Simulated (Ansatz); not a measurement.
# CdSe (Cadmoselite) (P6_3mc) in Ansatz: notebook

The runs below take CdSe (Cadmoselite) through band structure, elastic constants, with r2SCANh, LDA.

Everything below comes from runs of Ansatz 0.2.0. Logs are shortened: lines on timing, memory, paths and dates and some standing lists are left out, and cuts for length are marked.

**The experiment to reproduce.**

A printed reference work, data compilation reports, for a bulk crystal of CdSe at 2 K: band gap 1.841 eV.

The runs below are set against these values where they give the same quantity.

## 1. Starting point

Symmetry: P6_3mc, No. 186, hexagonal system. Conventional cell: a = 4.300 Å, b = 4.300 Å, c = 7.020 Å, α = 90.00°, β = 90.00°, γ = 120.00°. Around Cd (site symmetry 3m) lie 4 Se at 2.61 to 2.70 Å. Se (site symmetry 3m) has 4 Cd at 2.61 to 2.70 Å as nearest neighbours.

## 2. Band structure, r2SCANh

File input.yaml:

```yaml
crystal:
  lattice:
    - [4.3, 0.0, 0.0]
    - [-2.15, 3.7239092363, 0.0]
    - [0.0, 0.0, 7.02]
  atoms:
    - { symbol: Cd, position: [0.6666666667, 0.3333333333, 0.5] }
    - { symbol: Cd, position: [0.3333333333, 0.6666666667, 0.0] }
    - { symbol: Se, position: [0.6666666667, 0.3333333333, 0.885] }
    - { symbol: Se, position: [0.3333333333, 0.6666666667, 0.385] }
hamiltonian:
  xc: r2scanh
  pseudopotentials: { kind: paw }
kpoints:
  mp_grid: { grid: [4, 4, 2] }
  band_path:
    path:
      - [[0.0, 0.0, 0.0], [0.5, 0.0, 0.0], [0.3333333333, 0.3333333333, 0.0], [0.0, 0.0, 0.0], [0.0, 0.0, 0.5], [0.5, 0.0, 0.5], [0.3333333333, 0.3333333333, 0.5], [0.0, 0.0, 0.5]]
      - [[0.5, 0.0, 0.5], [0.5, 0.0, 0.0]]
      - [[0.3333333333, 0.3333333333, 0.0], [0.3333333333, 0.3333333333, 0.5]]
    npoints: 4
scf:
  occupations: { method: fermi_dirac, width: 0.05 }
  n_extra_bands: 10
output:
  forces: true
  stress: true
  eigenvalues: true
  fatbands: false
  write_density: true
  write_potential: true
  elf: true
  volumetric_format: npy
```

Potentials or basis: Ansatz PAW.

On the command line:

```console
> ansatz run input.yaml --threads 2 --pin off --max-ram 5632MiB --backend cpu --events-out ev --progress --plain --runs-dir out
```

The program printed:

```text
Warning: output.stress: scf.convergence.dr2_threshold = 1e-7 eV (the SCF's general default) is looser than the 4e-10 eV advised for a printed stress (1e-10 eV for each atom of the cell: 4). What an SCF threshold leaves in a stress goes as its square root, and in the free energy as the threshold itself, and one threshold admits the most on a small cell: of the crystals measured, under no hybrid functional and no lock of the moments, on runs that ended without the residual-converged pass, on stresses that held no estimate of that error, the worst erred by over 100 MPa in a component at 1e-7 eV an atom and by under 5 at 1e-10. Set scf.convergence.dr2_threshold to 4e-10 eV or tighter. The threshold is an SCF's pass mark: one that does not reach it within its budget of iterations ends unconverged, or closes short of it on a stop that the run arms, and scf.convergence.dr2_threshold's page says what that costs each kind of run
Warning: output.stress: scf.exx.energy_threshold = 1e-6 eV is looser than the 4e-8 eV advised for a stress under a hybrid functional (1e-8 eV for each atom of the cell: 4). Every SCF of the exchange loop can meet its threshold on dr2 while the loop round them stops early: no threshold on dr2 bounds what that leaves in the stress. Set scf.exx.energy_threshold to 4e-8 eV or tighter. The threshold is the loop's pass mark: a loop that does not reach it within its budget of cycles ends unconverged, and scf.exx.energy_threshold's page has the law
Warning: RAYON_NUM_THREADS=2 ignored (pool sized by the plan → 2); use --threads N
scf.n_extra_bands = 10 over 36 filled bands (N_el = 72.0): the run solves 46 bands
Engine: ansatz 0.2.0, x86_64-unknown-linux-gnu
Pseudopotentials: kind: paw
Pseudopotential: Cd, paw, valence charge 20, recommended cutoff 500 eV (meta_gga), Cd.paw.azcp
Pseudopotential: Se, paw, valence charge 16, recommended cutoff 500 eV (meta_gga), Se.paw.azcp
Functional definition: r2SCANh
  parameter a = 0.1
  parameter k0 = 0.174
  parameter k1 = 0.065
  parameter a1 = 4.9479
  exchange = (1 - a)*r2scan_x(k0 = k0, k1 = k1, a1 = a1) + a*exact_x
  correlation = r2scan_c
Crystal: 4 atoms, lattice volume = 112.410 Å³
Basis set: ecut = 500 eV, 2863 PW (Γ), exchange–correlation on 128×128×216 points (64 copies of the dense FFT grid, shifted against one another)
Bands: 46, of which v1, the nominal top of the filled ones, is band 36 counted from 1 (35 counted from 0)
Symmetry: 12 space group operations
Space group: P63mc (ITA 186), of the structure as read, at distance tolerance 4.8e-5 Å
k-points: 8 of 32
Non-local potential: Cd, projectors of the file, l = 0: 3, l = 1: 2, l = 2: 2, l = 3: 1
Non-local potential: Se, projectors of the file, l = 0: 2, l = 1: 2, l = 2: 3, l = 3: 1
PAW form: soft (Blöchl's): semilocal exchange-correlation on the pseudo side does not see the compensation charge
PAW frozen core: Cd, regenerated for the run's functional, and the local potential with it (the file was generated under x = pbe(κ = 0.804, μ = 0.2195149727645171), c = pbe(β = 0.06672455060314922))
PAW frozen core: Se, regenerated for the run's functional, and the local potential with it (the file was generated under x = pbe(κ = 0.804, μ = 0.2195149727645171), c = pbe(β = 0.06672455060314922))
PAW one-centre angular grid: Cd, 590 points (default); XC on 160 Gauss nodes
PAW one-centre angular grid: Se, 590 points (default); XC on 160 Gauss nodes
Initial density: superposition of atomic densities (neutral atoms: chi_scale 0, normalization atom), corrected by the library's trained network
Initial wavefunctions: pseudopotential atomic-orbital guess
Functional: x = r2scan, c = r2scan; τ floored in thin density (d = 2e-4 eV/Å³), warm-up for x = 0.9 r2scan + 0.1 exact, c = r2scan; τ floored in thin density (d = 2e-4 eV/Å³)
SCF iter   1: F=—  HF=-27495.576273 eV  |F-HF|=—  |Δ(HF+E_count)|=         —  Δρ=5.38e-3  dr2=2.14e-2  dr2_τ=3.21e-2  ethr=1.77e-3  ⟨swp⟩=9.8  Hψ=1572  notcnv=0
preconditioner: auto → none  [insulator: Δε(μ)=1.200 eV  Ē_g=13.652 eV  σ=0.050 eV  W_gap=1.00  n_scr=34 (ndim 8)  ℏωp=21.0 eV  f_vac=0.201  D(μ)=0.00/eV (n_scr^D=0)]
SCF iter   2: F=—  HF=-27495.592714 eV  |F-HF|=—  |Δ(HF+E_count)|=   1.64e-2  Δρ=2.58e-3  dr2=2.87e-3  dr2_τ=8.84e-4  ethr=2.97e-5  ⟨swp⟩=4.9  Hψ=953  notcnv=0  defer=5
SCF iter   3: F=—  HF=-27495.594454 eV  |F-HF|=—  |Δ(HF+E_count)|=   1.74e-3  Δρ=8.87e-4  dr2=4.58e-4  dr2_τ=5.57e-5  ethr=3.99e-6  ⟨swp⟩=2.9  Hψ=674  notcnv=0  defer=5
iter 4 solved again at ethr=5.43e-9 eV; its pass at ethr=6.37e-7 eV (dr2=3.91e-6 eV) is discarded
SCF iter   4: F=-27495.594674 eV  HF=-27495.594674 eV  |F-HF|=6.20e-8  |Δ(HF+E_count)|=   2.20e-4  Δρ=8.60e-5  dr2=4.55e-6  dr2_τ=5.56e-7  ethr=5.43e-9  ⟨swp⟩=4.0  Hψ=1711  notcnv=0
SCF 1 stopped early in 4 iterations: F = -27495.594674 eV  dr2 = 4.55e-6
Initial density: handed on by an earlier stage of this run
Initial wavefunctions: those handed on with the density
Functional: x = 0.9 r2scan + 0.1 exact, c = r2scan; τ floored in thin density (d = 2e-4 eV/Å³)
Frozen-core exchange: fock
SCF iter   1: F=—  HF=-27494.886481 eV  |F-HF|=—  |Δ(HF+E_count)|=         —  Δρ=1.53e-3  dr2=1.80e-3  dr2_τ=2.91e-4  ethr=6.32e-8  ⟨swp⟩=7.9  Hψ=1813  notcnv=0
preconditioner: auto → none  [insulator: Δε(μ)=1.731 eV  Ē_g=14.598 eV  σ=0.050 eV  W_gap=1.00  n_scr=34 (ndim 8)  ℏωp=21.0 eV  f_vac=0.202  D(μ)=0.00/eV (n_scr^D=0)]
SCF iter   2: F=—  HF=-27494.885914 eV  |F-HF|=—  |Δ(HF+E_count)|=   5.67e-4  Δρ=4.45e-4  dr2=1.40e-4  dr2_τ=2.56e-6  ethr=6.32e-8  ⟨swp⟩=4.0  Hψ=1239  notcnv=0
SCF iter   3: F=—  HF=-27494.886864 eV  |F-HF|=—  |Δ(HF+E_count)|=   9.50e-4  Δρ=2.33e-4  dr2=3.25e-5  dr2_τ=9.85e-7  ethr=6.32e-8  ⟨swp⟩=4.0  Hψ=936  notcnv=0
SCF iter   4: F=—  HF=-27494.886867 eV  |F-HF|=—  |Δ(HF+E_count)|=   3.11e-6  Δρ=5.71e-5  dr2=2.30e-6  dr2_τ=1.57e-7  ethr=4.43e-8  ⟨swp⟩=3.0  Hψ=751  notcnv=0
SCF iter   5: F=—  HF=-27494.886868 eV  |F-HF|=—  |Δ(HF+E_count)|=   1.22e-6  Δρ=2.31e-5  dr2=8.90e-7  dr2_τ=2.10e-8  ethr=2.40e-9  ⟨swp⟩=3.9  Hψ=902  notcnv=0  defer=1
SCF iter   6: F=-27494.886874 eV  HF=-27494.886874 eV  |F-HF|=1.09e-7  |Δ(HF+E_count)|=   6.13e-6  Δρ=1.60e-5  dr2=2.54e-7  dr2_τ=2.42e-9  ethr=4.99e-10  ⟨swp⟩=3.9  Hψ=935  notcnv=0
SCF 2 stopped early in 6 iterations: F = -27494.886874 eV  dr2 = 2.54e-7
  Residual-converged pass: ⟨swp⟩=3.0  Hψ=729  notcnv=0  max |occ|·‖R‖ = 6.4e-6 eV (tolerance 6.7e-6 eV)  dr2=2.54e-7  dr2_τ=2.44e-9  dr2_onsite=1.29e-8  max |Δocc| = 3.6e-15
hybrid outer 1: dexx = +8.488e-4 eV, tail = 2.01e-6 eV
Frozen-core exchange: fock
SCF iter   1: F=—  HF=-27494.886897 eV  |F-HF|=—  |Δ(HF+E_count)|=         —  Δρ=5.96e-6  dr2=1.45e-8  dr2_τ=1.63e-8  ethr=1.40e-8  ⟨swp⟩=4.1  Hψ=825  notcnv=0
preconditioner: auto → none  [insulator: Δε(μ)=1.745 eV  Ē_g=14.583 eV  σ=0.050 eV  W_gap=1.00  n_scr=34 (ndim 8)  ℏωp=21.0 eV  f_vac=0.202  D(μ)=0.00/eV (n_scr^D=0)]
SCF iter   2: F=—  HF=-27494.886897 eV  |F-HF|=—  |Δ(HF+E_count)|=   4.69e-8  Δρ=3.29e-6  dr2=7.69e-9  dr2_τ=4.81e-10  ethr=1.87e-11  ⟨swp⟩=4.0  Hψ=1209  notcnv=0
SCF iter   3: F=—  HF=-27494.886897 eV  |F-HF|=—  |Δ(HF+E_count)|=   1.49e-9  Δρ=8.06e-7  dr2=1.06e-9  dr2_τ=1.49e-10  ethr=9.25e-12  ⟨swp⟩=3.0  Hψ=839  notcnv=0
SCF iter   4: F=-27494.886897 eV  HF=-27494.886897 eV  |F-HF|=2.26e-10  |Δ(HF+E_count)|=   7.25e-9  Δρ=6.33e-7  dr2=3.17e-10  dr2_τ=1.71e-11  ethr=2.31e-12 (applied; sched 1.00e-12)  ⟨swp⟩=3.0  Hψ=826  notcnv=0
SCF 3 converged in 4 iterations: F = -27494.886897 eV  dr2 = 3.17e-10
  Residual-converged pass: ⟨swp⟩=3.0  Hψ=664  notcnv=0  max |occ|·‖R‖ = 6.3e-7 eV (tolerance 6.3e-7 eV)  dr2=3.16e-10  dr2_τ=1.71e-11  dr2_onsite=2.42e-11  max |Δocc| = 9.0e-18
hybrid outer 2: dexx = +9.682e-9 eV, tail = 9.14e-10 eV, Δε = 5.64e-4 eV (about 1.79e-5 eV left of the loop's levels), ΔF = 2.47e-4 eV/Å (tail 7.12e-5)
NSCF: frozen V_eff on 39 k-points
hybrid SCF converged: 2 outer / 10 inner (+4 warm-up), last move |dexx| = 9.68e-9 eV, tail = 9.14e-10 eV
Stability not checked: this state was not tested for a lower state beside it, because the functional holds exact exchange (a hybrid, or Hartree-Fock), whose exchange loop this test does not read (fock_operator; see scf.lower_state_search)
Free energy (F): -27494.886897 eV
Frozen-core exchange: fock
Harris-Foulkes:  -27494.886897 eV  (|F-HF|=2.26e-10)
Internal energy: -27494.886897 eV  (E = F + TS)
E sigma→0 (E₀):  -27494.886897 eV
Fermi energy:    7.758403 eV
--- Per-component energies (eV) ---
  E_band       = -1941.139426
  E_kinetic    = 1250.309240
  E_local      = -12786.894734  (includes V_loc(G=0)·N_el)
  E_nonlocal   = -1122.021036
  E_hartree    = 6087.474209
  E_xc         = -485.582742
  E_vxc        = -636.906646  (∫ρ·V_xc dr)
  E_exx        = -137.322616  (= α·E_x^exact, valence–valence)
  E_paw        = -11972.467896  (= ΣΔE_a)
  E_vpaw       = -585.110819  (= ΣTr[D̂ρ^β])
  E_aug_tail   = -0.000405  (compensation charges beyond the density's cutoff)
  E_vtau       = 39.179857  (kinetic-family band-sum trace: ∫τ·v_τ [+ j·A + Jᵃ·Aᵃ] dr)
  E_ewald      = -8323.002769
  E_core_change = -5.378149  (= ΣΔE_core)
  E_smearing   = -0.000000  (= −TS)
  E_closure    = 0.000000  (closes the sum)
  Σ components = -27494.886897   (vs F -27494.886897, Δ=3.64e-12)
--- Forces (eV/Å), atoms counted from 1 ---
  atom   1  Cd     0.00000000     0.00000000     0.29088590
  atom   2  Cd     0.00000000    -0.00000000     0.29088590
  atom   3  Se     0.00000000     0.00000000    -0.29088050
  atom   4  Se     0.00000000    -0.00000000    -0.29088050
  max |Σ_I F_I| component: 1.08e-5 eV/Å
--- Stress (GPa, compression-positive) ---
        2.137738      -0.000000       0.000000
        0.000000       2.137738      -0.000000
        0.000000       0.000000      -0.153317
  P = ⅓ Tr σ = 1.3741 GPa (13.741 kbar)
--- Band table (eV; the first three rows and the last of 8) ---
  k-point 0: bands = ["-99.2933", "-99.2932", "-59.0264", "-59.0262", "-59.0233", "-59.0233", "-59.0233", "-59.0233", "-41.8592", "-41.8592", "-41.8592", "-41.8592", "-41.8512", "-41.8511", "-41.8498", "-41.8498", "-41.8498", "-41.8498", "-6.5559", "-6.1702", "-1.8475", "-1.8475", "-1.7880", "-1.7880", "-1.7873", "-1.4741", "-1.4741", "-1.4128", "-1.4128", "-1.1019", "2.4453", "6.1110", "6.1110", "6.8510", "6.8600", "6.8600", "8.6046", "10.0436", "13.8853", "13.8853", "14.1752", "15.0615", "15.0615", "15.6734", "17.3008", "17.4246"]
  k-point 1: bands = ["-99.2932", "-99.2932", "-59.0263", "-59.0263", "-59.0233", "-59.0233", "-59.0233", "-59.0233", "-41.8592", "-41.8592", "-41.8592", "-41.8592", "-41.8512", "-41.8512", "-41.8498", "-41.8498", "-41.8498", "-41.8498", "-6.3608", "-6.3608", "-1.8217", "-1.8217", "-1.8217", "-1.8217", "-1.5731", "-1.5731", "-1.4402", "-1.4402", "-1.4402", "-1.4402", "4.2533", "4.2533", "6.4707", "6.4707", "6.4707", "6.4707", "10.2559", "10.2559", "13.7591", "13.7591", "14.2581", "14.2581", "14.2581", "14.2581", "18.0155", "18.0155"]
  k-point 2: bands = ["-99.2932", "-99.2932", "-59.0264", "-59.0263", "-59.0233", "-59.0233", "-59.0233", "-59.0233", "-41.8593", "-41.8593", "-41.8593", "-41.8592", "-41.8512", "-41.8511", "-41.8498", "-41.8498", "-41.8498", "-41.8498", "-6.3735", "-6.0898", "-1.7802", "-1.7632", "-1.6986", "-1.6793", "-1.6536", "-1.5024", "-1.4697", "-1.4511", "-1.4023", "-1.0057", "2.7810", "4.2598", "4.6829", "5.4562", "6.3995", "6.4158", "10.5150", "11.3517", "13.0846", "13.8353", "14.6120", "14.9954", "15.4647", "16.0464", "16.4574", "17.3278"]
  k-point 7: bands = ["-99.2932", "-99.2932", "-59.0263", "-59.0263", "-59.0234", "-59.0234", "-59.0233", "-59.0233", "-41.8593", "-41.8593", "-41.8593", "-41.8593", "-41.8512", "-41.8512", "-41.8498", "-41.8498", "-41.8498", "-41.8498", "-6.0923", "-6.0923", "-1.6853", "-1.6853", "-1.6577", "-1.6577", "-1.5095", "-1.5095", "-1.4392", "-1.4392", "-1.0834", "-1.0834", "2.7608", "2.7608", "4.6744", "4.6744", "5.6707", "5.6707", "11.6862", "11.6862", "13.4539", "13.4539", "14.2993", "14.2993", "15.7069", "15.7069", "18.3811", "18.3811"]
```

Wall time 11 min (2 threads of Intel Xeon at 2.50GHz (Skylake/Cascade Lake), shared host); peak memory 1.7 GiB.

What came out:

```
Free energy             : -27494.8869 eV
Pressure                : 1.4 GPa
Largest force           : 0.291 eV/Å
Band gap on the k mesh  : 1.74 eV, direct
Band gap along the path : 1.74 eV, direct
```

Forces on the atoms (eV/Å):
```
Cd   0.000  0.000  0.291
Cd   0.000  0.000  0.291
Se   0.000  0.000 -0.291
Se   0.000  0.000 -0.291
```

Levels at the corners of the path, in eV from the valence-band top:
```tsv
point	band 33	band 34	band 35	band 36	band 37	band 38	band 39	band 40
Γ	-0.75	-0.01	0.00	0.00	1.74	3.18	7.03	7.03
M	-2.68	-1.95	-1.29	-0.87	4.27	4.31	5.69	7.33
K	-3.23	-1.88	-1.87	-1.87	5.20	5.98	5.98	8.00
Γ	-0.75	-0.01	0.00	0.00	1.74	3.18	7.03	7.03
A	-0.39	-0.39	-0.39	-0.39	3.40	3.40	6.90	6.90
L	-1.44	-1.44	-1.34	-1.34	3.97	3.97	5.82	5.82
H	-2.62	-2.62	-1.10	-1.10	4.89	4.89	6.80	6.80
A	-0.39	-0.39	-0.39	-0.39	3.40	3.40	6.90	6.90
L	-1.44	-1.44	-1.34	-1.34	3.97	3.97	5.82	5.82
M	-2.68	-1.95	-1.29	-0.87	4.27	4.31	5.69	7.33
K	-3.23	-1.88	-1.87	-1.87	5.20	5.98	5.98	8.00
H	-2.62	-2.62	-1.10	-1.10	4.89	4.89	6.80	6.80
```

Caveat: the k mesh is coarse (spacing up to 0.45 Å⁻¹), so the values aren't converged, least of all with exact exchange; the PAW data sets come from PBE, with cores solved anew for the run's functional, which leaves a small shift of forces and pressure; the thresholds are loose for stress.

[end of part 1 of 2]
